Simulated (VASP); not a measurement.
# Shielding tensors and field gradients of BN, part 2 of 4

Wanted: the shieldings and field gradients at the nuclei of BN. The cell is of the wurtzite type, one of the forms listed for this formula, which need not be the common one. The start is a cell from a database of measured crystal structures.

VASP 6.6.1, plane waves and PAW; the level of theory is named at each step.

So far. Step 2 (Ground state): The cell has a gap of 5.52 eV on this mesh and a pressure of +8.3 GPa, which holds the misfit of the given cell and coordinates with this functional, and any error of cutoff, mesh and data sets. Forces of up to 0.059 eV/Å remain in these settings.

The database entry behind the starting cell has ideal inner coordinates that were not refined, so it need not match the best structure at ambient conditions.

## (3) Shielding tensors

This step: chemical shifts by linear response (GIPAW), PBE; plane waves and PAW (N, B) (VASP 6.6.1).

LCHIMAG computes the induced currents by linear response. It needs tightly converged orbitals and a cutoff well above the default; LEFG adds the field gradients at no cost.

Contents of INCAR:

```
SYSTEM = BN
PREC = Accurate
ENCUT = 560
EDIFF = 1E-09
NELM = 100
ISMEAR = 0
SIGMA = 0.01
LREAL = .FALSE.
ALGO = Normal
GGA = PE
NBANDS = 14
LWAVE = .FALSE.
LCHARG = .FALSE.
KPAR = 2
LCHIMAG = .TRUE.
LEFG = .TRUE.
DQ = 0.001
ICHIBARE = 1
LNMR_SYM_RED = .TRUE.
```

Contents of POSCAR:

```
BN
1.0
    2.5360000000      0.0000000000      0.0000000000
   -1.2680000000      2.1962404240      0.0000000000
    0.0000000000      0.0000000000      4.1990000000
N B
2 2
Direct
    0.3333333333      0.6666666667      0.8750000000
    0.6666666667      0.3333333333      0.3750000000
    0.3333333333      0.6666666667      0.5000000000
    0.6666666667      0.3333333333      0.0000000000
```

Contents of KPOINTS:

```
Automatic mesh
0
Gamma
9 9 5
0 0 0
```

Potentials, in the order of the species: N and B (PBE family, release 64).

Command:

```console
> mpirun -np 2 vasp_std
```

What it wrote:

```text
[... set-up lines as in an earlier step ...]
 entering main loop
       N       E                     dE             d eps       ncg     rms          rms(c)
DAV:   1     0.510859605977E+02    0.51086E+02   -0.91339E+03  1008   0.120E+03
DAV:   2    -0.337935632305E+02   -0.84880E+02   -0.78691E+02  1346   0.265E+02
DAV:   3    -0.367871070115E+02   -0.29935E+01   -0.29823E+01  1398   0.483E+01
DAV:   4    -0.367992355262E+02   -0.12129E-01   -0.12123E-01  1080   0.329E+00
DAV:   5    -0.367993276393E+02   -0.92113E-04   -0.92109E-04  1350   0.252E-01    0.956E+00
DAV:   6    -0.349982806281E+02    0.18010E+01   -0.35752E+00  1278   0.160E+01    0.456E+00
DAV:   7    -0.348517645705E+02    0.14652E+00   -0.28419E-01  1206   0.474E+00    0.275E+00
DAV:   8    -0.348225233603E+02    0.29241E-01   -0.64443E-02  1086   0.220E+00    0.246E-01
DAV:   9    -0.348213986025E+02    0.11248E-02   -0.23748E-03  1260   0.542E-01    0.133E-01
DAV:  10    -0.348216586450E+02   -0.26004E-03   -0.41732E-04  1188   0.181E-01    0.266E-02
DAV:  11    -0.348216638903E+02   -0.52452E-05   -0.52324E-05  1302   0.648E-02    0.142E-02
DAV:  12    -0.348216649934E+02   -0.11032E-05   -0.72033E-06  1278   0.264E-02    0.212E-03
DAV:  13    -0.348216651179E+02   -0.12452E-06   -0.19655E-07  1230   0.488E-03    0.851E-04
DAV:  14    -0.348216651239E+02   -0.59611E-08   -0.13359E-08  1320   0.121E-03    0.308E-04
DAV:  15    -0.348216651337E+02   -0.97884E-08   -0.36854E-09  1194   0.506E-04    0.423E-05
DAV:  16    -0.348216651350E+02   -0.13308E-08   -0.19639E-10   642   0.142E-04    0.219E-05
DAV:  17    -0.348216651351E+02   -0.96406E-10   -0.16396E-11   606   0.553E-05
ion   1
     0.0000000    -0.0000000    -0.0000000    -1.9182950     0.0000000    -0.0000000
     0.0000281    -0.0000000    -0.0000000    -1.9182950     0.0000000    -0.0000000
     0.0000381    -0.0000000    -0.0000000    -1.9182950     0.0000000    -0.0000000
     0.0000517    -0.0000000    -0.0000000    -1.9182950     0.0000000    -0.0000000
     0.0000701    -0.0000000    -0.0000000    -1.9182950     0.0000000    -0.0000000

     0.0000000    -0.0000000    -0.0000000    -4.0419279     0.0000000    -0.0000000
     0.0000281    -0.0000000    -0.0000000    -4.0419273     0.0000000    -0.0000000
     0.0000381    -0.0000000    -0.0000000    -4.0419269     0.0000000    -0.0000000
     0.0000517    -0.0000000    -0.0000000    -4.0419263     0.0000000    -0.0000000
     0.0000701    -0.0000000    -0.0000000    -4.0419252     0.0000000    -0.0000000

ion   2
     0.0000000    -0.0000000     0.0000000    -1.9182950    -0.0000000    -0.0000000
     0.0000281    -0.0000000     0.0000000    -1.9182950    -0.0000000    -0.0000000
     0.0000381    -0.0000000     0.0000000    -1.9182950    -0.0000000    -0.0000000
     0.0000517    -0.0000000     0.0000000    -1.9182950    -0.0000000    -0.0000000
     0.0000701    -0.0000000     0.0000000    -1.9182950    -0.0000000    -0.0000000

     0.0000000    -0.0000000     0.0000000    -4.0419279    -0.0000000    -0.0000000
     0.0000281    -0.0000000     0.0000000    -4.0419273    -0.0000000    -0.0000000
     0.0000381    -0.0000000     0.0000000    -4.0419269    -0.0000000    -0.0000000
     0.0000517    -0.0000000     0.0000000    -4.0419263    -0.0000000    -0.0000000
     0.0000701    -0.0000000     0.0000000    -4.0419252    -0.0000000    -0.0000000

ion   3
     0.0000000    -0.0000000     0.0000000    -0.8257226     0.0000000    -0.0000000
     0.0000257    -0.0000000     0.0000000    -0.8257226     0.0000000    -0.0000000
     0.0000354    -0.0000000     0.0000000    -0.8257226     0.0000000    -0.0000000
     0.0000487    -0.0000000     0.0000000    -0.8257226     0.0000000    -0.0000000
     0.0000671    -0.0000000     0.0000000    -0.8257226     0.0000000    -0.0000000

     0.0000000    -0.0000000     0.0000000    -1.1558555     0.0000000    -0.0000000
     0.0000257    -0.0000000     0.0000000    -1.1558555     0.0000000    -0.0000000
     0.0000354    -0.0000000     0.0000000    -1.1558555     0.0000000    -0.0000000
     0.0000487    -0.0000000     0.0000000    -1.1558554     0.0000000    -0.0000000
     0.0000671    -0.0000000     0.0000000    -1.1558553     0.0000000    -0.0000000

ion   4
     0.0000000    -0.0000000    -0.0000000    -0.8257226    -0.0000000    -0.0000000
     0.0000257    -0.0000000    -0.0000000    -0.8257226    -0.0000000    -0.0000000
     0.0000354    -0.0000000    -0.0000000    -0.8257226    -0.0000000    -0.0000000
     0.0000487    -0.0000000    -0.0000000    -0.8257226    -0.0000000    -0.0000000
     0.0000671    -0.0000000    -0.0000000    -0.8257226    -0.0000000    -0.0000000

     0.0000000    -0.0000000    -0.0000000    -1.1558555    -0.0000000    -0.0000000
     0.0000257    -0.0000000    -0.0000000    -1.1558555    -0.0000000    -0.0000000
     0.0000354    -0.0000000    -0.0000000    -1.1558555    -0.0000000    -0.0000000
     0.0000487    -0.0000000    -0.0000000    -1.1558554    -0.0000000    -0.0000000
     0.0000671    -0.0000000    -0.0000000    -1.1558553    -0.0000000    -0.0000000

   1 F= -.34821665E+02 E0= -.34821665E+02  d E =-.107665E-42
DAV:   1    -0.634787029922E+01   -0.63479E+01    0.86149E-11   576   0.825E-06
DAV:   2    -0.634787029925E+01   -0.24221E-10   -0.44948E-13   606   0.264E-06
BDIR= 1  IDIR= 2  IQ= -1
DAV:   1    -0.126242585633E+02   -0.12624E+02   -0.86506E-03  2316   0.766E-01
DAV:   2    -0.126243012111E+02   -0.42648E-04   -0.42648E-04  2838   0.190E-01
DAV:   3    -0.126243013141E+02   -0.10302E-06   -0.10303E-06  2428   0.812E-03
DAV:   4    -0.126243013148E+02   -0.69145E-09   -0.68077E-09  2782   0.651E-04
       N       E                     dE             d eps       ncg     rms
RMM:   1    -0.565597529715E+02   -0.56560E+02   -0.11169E+02  4007   0.521E+01
RMM:   2    -0.578296410880E+02   -0.12699E+01   -0.11514E+00  4370   0.631E+00
RMM:   3    -0.578589042568E+02   -0.29263E-01   -0.31415E-02  4387   0.743E-01
RMM:   4    -0.578599345531E+02   -0.10303E-02   -0.12654E-03  4422   0.125E-01
RMM:   5    -0.578599841491E+02   -0.49596E-04   -0.70352E-05  4461   0.232E-02
RMM:   6    -0.578599871512E+02   -0.30021E-05   -0.44289E-06  4396   0.484E-03
RMM:   7    -0.578599873080E+02   -0.15677E-06   -0.23552E-07  3525   0.101E-03
RMM:   8    -0.578599873188E+02   -0.10814E-07   -0.15187E-08  3197   0.249E-04
RMM:   9    -0.578599873195E+02   -0.72003E-09   -0.10929E-09  2944   0.801E-05
BDIR= 1  IDIR= 2  IQ=  0
DAV:   1    -0.126957404881E+02   -0.12696E+02   -0.29123E-12  1110   0.160E-05
DAV:   2    -0.126957404881E+02    0.26805E-11   -0.76867E-13  1164   0.460E-06
       N       E                     dE             d eps       ncg     rms
[...]
RLQ:   4    -0.373953695561E+00   -0.33522E-04   -0.49170E-05  4384   0.211E-02
RLQ:   5    -0.373955523661E+00   -0.18281E-05   -0.26613E-06  4223   0.468E-03
RLQ:   6    -0.373955644557E+00   -0.12090E-06   -0.19796E-07  3572   0.985E-04
RLQ:   7    -0.373955653474E+00   -0.89175E-08   -0.15363E-08  3182   0.271E-04
RLQ:   8    -0.373955654266E+00   -0.79154E-09   -0.12222E-09  2874   0.867E-05
BDIR= 3  IDIR= 1  IQ= -1
DAV:   1    -0.126986340438E+02   -0.12699E+02   -0.86404E-03  2328   0.767E-01
DAV:   2    -0.126986773392E+02   -0.43295E-04   -0.43295E-04  2832   0.189E-01
DAV:   3    -0.126986774590E+02   -0.11977E-06   -0.11977E-06  2476   0.808E-03
DAV:   4    -0.126986774600E+02   -0.10011E-08   -0.99393E-09  2794   0.686E-04
       N       E                     dE             d eps       ncg     rms
RMM:   1    -0.566483970808E+02   -0.56648E+02   -0.10901E+02  4083   0.526E+01
RMM:   2    -0.578791696516E+02   -0.12308E+01   -0.11205E+00  4434   0.661E+00
RMM:   3    -0.579056746746E+02   -0.26505E-01   -0.31676E-02  4460   0.757E-01
RMM:   4    -0.579067382672E+02   -0.10636E-02   -0.11663E-03  4449   0.134E-01
RMM:   5    -0.579067849875E+02   -0.46720E-04   -0.78325E-05  4471   0.259E-02
RMM:   6    -0.579067884096E+02   -0.34220E-05   -0.41241E-06  4369   0.567E-03
RMM:   7    -0.579067886139E+02   -0.20438E-06   -0.37794E-07  3640   0.128E-03
RMM:   8    -0.579067886298E+02   -0.15894E-07   -0.19761E-08  3296   0.318E-04
RMM:   9    -0.579067886309E+02   -0.10273E-08   -0.18324E-09  3024   0.974E-05
RMM:  10    -0.579067886309E+02   -0.89585E-10   -0.11424E-10  2783   0.499E-05
BDIR= 3  IDIR= 1  IQ=  0
DAV:   1    -0.126957404881E+02   -0.12696E+02   -0.28320E-12  1110   0.160E-05
DAV:   2    -0.126957404880E+02    0.21014E-10   -0.82277E-13  1164   0.460E-06
       N       E                     dE             d eps       ncg     rms
RMM:   1    -0.567032543761E+02   -0.56703E+02   -0.10925E+02  4085   0.526E+01
RMM:   2    -0.579359409251E+02   -0.12327E+01   -0.11228E+00  4434   0.661E+00
RMM:   3    -0.579625434207E+02   -0.26602E-01   -0.31847E-02  4452   0.758E-01
RMM:   4    -0.579636143427E+02   -0.10709E-02   -0.11728E-03  4447   0.134E-01
RMM:   5    -0.579636614309E+02   -0.47088E-04   -0.79196E-05  4458   0.259E-02
RMM:   6    -0.579636648967E+02   -0.34658E-05   -0.41692E-06  4354   0.569E-03
RMM:   7    -0.579636651039E+02   -0.20724E-06   -0.38458E-07  3617   0.129E-03
RMM:   8    -0.579636651201E+02   -0.16185E-07   -0.20072E-08  3269   0.320E-04
RMM:   9    -0.579636651211E+02   -0.10460E-08   -0.18728E-09  2996   0.981E-05
RMM:  10    -0.579636651212E+02   -0.91696E-10   -0.11700E-10  2754   0.502E-05
BDIR= 3  IDIR= 1  IQ=  1
DAV:   1    -0.126927610297E+02   -0.12693E+02   -0.86358E-03  2316   0.767E-01
DAV:   2    -0.126928043694E+02   -0.43340E-04   -0.43340E-04  2832   0.189E-01
DAV:   3    -0.126928044903E+02   -0.12085E-06   -0.12084E-06  2470   0.813E-03
DAV:   4    -0.126928044912E+02   -0.97453E-09   -0.10036E-08  2782   0.695E-04
DAV:   5    -0.126928044913E+02   -0.28436E-10   -0.14581E-10  1850   0.582E-05
       N       E                     dE             d eps       ncg     rms
RMM:   1    -0.567576482109E+02   -0.56758E+02   -0.10948E+02  4085   0.526E+01
RMM:   2    -0.579922779278E+02   -0.12346E+01   -0.11253E+00  4437   0.662E+00
RMM:   3    -0.580189824112E+02   -0.26704E-01   -0.32021E-02  4460   0.759E-01
RMM:   4    -0.580200607247E+02   -0.10783E-02   -0.11796E-03  4451   0.134E-01
RMM:   5    -0.580201081851E+02   -0.47460E-04   -0.80054E-05  4471   0.260E-02
RMM:   6    -0.580201116935E+02   -0.35085E-05   -0.42137E-06  4372   0.572E-03
RMM:   7    -0.580201119035E+02   -0.21001E-06   -0.39105E-07  3639   0.130E-03
RMM:   8    -0.580201119200E+02   -0.16458E-07   -0.20359E-08  3298   0.322E-04
RMM:   9    -0.580201119211E+02   -0.10631E-08   -0.19108E-09  3021   0.986E-05
RMM:  10    -0.580201119211E+02   -0.93728E-10   -0.11913E-10  2788   0.502E-05
BDIR= 3  IDIR= 2  IQ= -1
DAV:   1    -0.126242585632E+02   -0.12624E+02   -0.86506E-03  2316   0.766E-01
DAV:   2    -0.126243012111E+02   -0.42648E-04   -0.42648E-04  2838   0.190E-01
DAV:   3    -0.126243013142E+02   -0.10302E-06   -0.10303E-06  2428   0.812E-03
DAV:   4    -0.126243013149E+02   -0.71062E-09   -0.68075E-09  2782   0.651E-04
       N       E                     dE             d eps       ncg     rms
RMM:   1    -0.566457877301E+02   -0.56646E+02   -0.10877E+02  4071   0.527E+01
RMM:   2    -0.579221136932E+02   -0.12763E+01   -0.11549E+00  4386   0.670E+00
RMM:   3    -0.579497940986E+02   -0.27680E-01   -0.32448E-02  4412   0.764E-01
RMM:   4    -0.579508942283E+02   -0.11001E-02   -0.12093E-03  4408   0.136E-01
RMM:   5    -0.579509430965E+02   -0.48868E-04   -0.80020E-05  4416   0.263E-02
RMM:   6    -0.579509465841E+02   -0.34876E-05   -0.43429E-06  4244   0.582E-03
RMM:   7    -0.579509468007E+02   -0.21660E-06   -0.37814E-07  3565   0.132E-03
RMM:   8    -0.579509468169E+02   -0.16196E-07   -0.21485E-08  3262   0.331E-04
RMM:   9    -0.579509468180E+02   -0.11354E-08   -0.18703E-09  2967   0.101E-04
RMM:  10    -0.579509468181E+02   -0.96612E-10   -0.13301E-10  2731   0.510E-05
BDIR= 3  IDIR= 2  IQ=  0
DAV:   1    -0.126957404881E+02   -0.12696E+02   -0.29953E-12  1110   0.160E-05
DAV:   2    -0.126957404880E+02    0.14161E-10   -0.59288E-13  1164   0.460E-06
       N       E                     dE             d eps       ncg     rms
RMM:   1    -0.566582610319E+02   -0.56658E+02   -0.10880E+02  4073   0.527E+01
RMM:   2    -0.579347623311E+02   -0.12765E+01   -0.11561E+00  4386   0.670E+00
RMM:   3    -0.579625074751E+02   -0.27745E-01   -0.32543E-02  4402   0.764E-01
RMM:   4    -0.579636121921E+02   -0.11047E-02   -0.12130E-03  4407   0.137E-01
RMM:   5    -0.579636612746E+02   -0.49082E-04   -0.80617E-05  4398   0.264E-02
RMM:   6    -0.579636647916E+02   -0.35171E-05   -0.43713E-06  4229   0.583E-03
RMM:   7    -0.579636650103E+02   -0.21862E-06   -0.38328E-07  3539   0.132E-03
RMM:   8    -0.579636650267E+02   -0.16394E-07   -0.21691E-08  3229   0.332E-04
RMM:   9    -0.579636650278E+02   -0.11485E-08   -0.18994E-09  2933   0.101E-04
RMM:  10    -0.579636650279E+02   -0.98204E-10   -0.13481E-10  2698   0.509E-05
BDIR= 3  IDIR= 2  IQ=  1
DAV:   1    -0.127671378021E+02   -0.12767E+02   -0.86379E-03  2316   0.766E-01
DAV:   2    -0.127671805243E+02   -0.42722E-04   -0.42722E-04  2832   0.190E-01
DAV:   3    -0.127671806277E+02   -0.10333E-06   -0.10333E-06  2446   0.816E-03
DAV:   4    -0.127671806283E+02   -0.66572E-09   -0.68140E-09  2782   0.653E-04
       N       E                     dE             d eps       ncg     rms
RMM:   1    -0.566703244468E+02   -0.56670E+02   -0.10882E+02  4074   0.527E+01
RMM:   2    -0.579469761478E+02   -0.12767E+01   -0.11574E+00  4387   0.670E+00
RMM:   3    -0.579747878007E+02   -0.27812E-01   -0.32626E-02  4410   0.765E-01
RMM:   4    -0.579758984528E+02   -0.11107E-02   -0.12177E-03  4410   0.137E-01
RMM:   5    -0.579759478020E+02   -0.49349E-04   -0.81278E-05  4410   0.264E-02
RMM:   6    -0.579759513520E+02   -0.35500E-05   -0.44025E-06  4240   0.585E-03
RMM:   7    -0.579759515727E+02   -0.22076E-06   -0.38857E-07  3563   0.133E-03
RMM:   8    -0.579759515893E+02   -0.16593E-07   -0.21890E-08  3266   0.333E-04
RMM:   9    -0.579759515905E+02   -0.11609E-08   -0.19268E-09  2971   0.101E-04
RMM:  10    -0.579759515906E+02   -0.99732E-10   -0.13640E-10  2733   0.512E-05
       N       E                     dE             d eps       ncg     rms
RLQ:   1    -0.305636444652E+00   -0.30564E+00   -0.11745E-01  2512   0.991E+00
RLQ:   2    -0.371028091870E+00   -0.65392E-01   -0.32698E-02  4207   0.106E+00
RLQ:   3    -0.371650589842E+00   -0.62250E-03   -0.70930E-04  4178   0.118E-01
RLQ:   4    -0.371670723692E+00   -0.20134E-04   -0.29496E-05  4201   0.173E-02
RLQ:   5    -0.371671703480E+00   -0.97979E-06   -0.12248E-06  4011   0.343E-03
RLQ:   6    -0.371671759206E+00   -0.55726E-07   -0.10915E-07  3376   0.710E-04
RLQ:   7    -0.371671763799E+00   -0.45927E-08   -0.54041E-09  3004   0.186E-04
RLQ:   8    -0.371671764088E+00   -0.28908E-09   -0.65203E-10  2605   0.662E-05
```

Run time: 4.4 min. Hardware: 2 MPI ranks of AMD EPYC 7R43, shared host; peak memory 0.44 GiB.

Parts of OUTCAR (step 3):

```text
 Found     36 irreducible k-points:

   k-points           NKPTS =     36   k-points in BZ     NKDIM =     36   number of bands    NBANDS=     14

   ENCUT  =  560.0 eV  41.16 Ry    6.42 a.u.   4.89  4.89  8.10*2*pi/ulx,y,z

   NELECT =      16.0000    total number of electrons

  Total        1.2494116      1.2494116      1.0655273      0.0000000      0.0000000      0.0000000
  in kB       85.5935654     85.5935654     72.9961857      0.0000000      0.0000000      0.0000000
  external PRESSURE =      81.3944388 kB  Pullay stress =       0.0000000 kB

  energy-cutoff  :      560.00
  volume of cell :       23.39
      direct lattice vectors                 reciprocal lattice vectors
     2.536000000  0.000000000  0.000000000     0.394321767  0.227661778  0.000000000
    -1.268000000  2.196240424  0.000000000     0.000000000  0.455323556  0.000000000
     0.000000000  0.000000000  4.199000000     0.000000000  0.000000000  0.238151941

 POSITION                                       TOTAL-FORCE (eV/Angst)
 -----------------------------------------------------------------------------------
     -0.00000      1.46416      3.67413        -0.000000      0.000000     -0.059008
      1.26800      0.73208      1.57462         0.000000      0.000000     -0.059008
     -0.00000      1.46416      2.09950         0.000000      0.000000      0.059008
      1.26800      0.73208      0.00000        -0.000000     -0.000000      0.059008
 -----------------------------------------------------------------------------------
    total drift:                               -0.000000      0.000000     -0.000006

 Electric field gradients after diagonalization (V/A^2)
 (convention: |V_zz| > |V_xx| > |V_yy|)
----------------------------------------------------------------------
 ion       V_xx      V_yy      V_zz     asymmetry (V_yy - V_xx)/ V_zz
----------------------------------------------------------------------
   1      -2.404    -2.401     4.805       0.000
   2      -2.404    -2.401     4.805       0.000
   3      -0.588    -0.588     1.175       0.000
   4      -0.588    -0.588     1.175       0.000
----------------------------------------------------------------------

  ORBITAL MAGNETIC SUSCEPTIBILITY, excluding core contribution
 -------------------------------------------------------------
  Approximate magnetic susceptibility, pGv (10^-6 cm^3/mole)
     1        -22.747889          0.000000          0.000000
     2          0.000000        -22.758947          0.000000
     3          0.000000          0.000000        -23.073856
 -------------------------------------------------------------
  Approximate magnetic susceptibility, vGv (10^-6 cm^3/mole)
     1        -23.679204          0.000000          0.000000
     2          0.000000        -23.689754          0.000000
     3          0.000000          0.000000        -24.292087

  CSA tensor (J. Mason, Solid State Nucl. Magn. Reson. 2, 285 (1993))
  for chemical shielding  (including the isotropic core contribution)

  BDIR labels direction of applied magnetic field (i.e. B0)
  For BDIR==1, B0 along x-axis, etc.
  Induced field listed along cartesian directions for each BDIR
 ------------------------------------------------------------------------------------------
                 EXCLUDING G=0 CONTRIBUTION              INCLUDING G=0 CONTRIBUTION
 ------------------------------------------------------------------------------------------
  ion  BDIR            X           Y           Z                X           Y           Z
          (   iso_shield        span        skew ) (   iso_shield        span        skew )
 ------------------------------------------------------------------------------------------
    1     1     179.5127      0.0000      0.0000         193.4546      0.0000      0.0000
          2       0.0000    179.5138     -0.0004           0.0000    193.4623     -0.0004
          3       0.0000      0.0001    209.5795           0.0000      0.0001    223.7154
          (     189.5353     30.0669      0.9999 ) (     203.5441     30.2607      0.9995 )

    2     1     179.5127      0.0000      0.0000         193.4546      0.0000      0.0000
          2       0.0000    179.5138      0.0004           0.0000    193.4623      0.0004
          3       0.0000     -0.0001    209.5795           0.0000     -0.0001    223.7154
          (     189.5353     30.0669      0.9999 ) (     203.5441     30.2607      0.9995 )

    3     1      83.0136      0.0000      0.0000          96.9555      0.0000      0.0000
          2       0.0000     83.0137     -0.0002           0.0000     96.9623     -0.0002
          3       0.0000      0.0001     82.8780           0.0000      0.0001     97.0138
          (      82.9684      0.1357     -0.9977 ) (      96.9772      0.0583      0.7690 )

    4     1      83.0136      0.0000      0.0000          96.9555      0.0000      0.0000
          2       0.0000     83.0137      0.0002           0.0000     96.9623      0.0002
          3       0.0000     -0.0001     82.8780           0.0000     -0.0001     97.0138
          (      82.9684      0.1357     -0.9977 ) (      96.9772      0.0583      0.7690 )
 ------------------------------------------------------------------------------------------

[... 5 parts as in an earlier step ...]

[... 2 further parts left out ...]
```

The atoms bear forces, and field gradients depend strongly on their positions.

This step gave:

```yaml
fermi_energy: 7.775 eV
pressure: 8.139 GPa
gap_on_the_k_mesh: 5.200 eV
least_direct_gap_on_the_k_mesh: 8.348 eV
```

(Continued in part 3 of 4.)

[Lines on the potential files, build, host, timing and source positions are cut from VASP's logs without a mark.]

[Logs are printed without paths, hosts, clocks, repeated set-up lines and the standing remarks that a program may print on its own settings, such as how far it seeks lower states.]

[Hosts, paths, dates, database ids (printed as entryN), source tags and the programs' standing remarks are cut or masked in the printed files.]
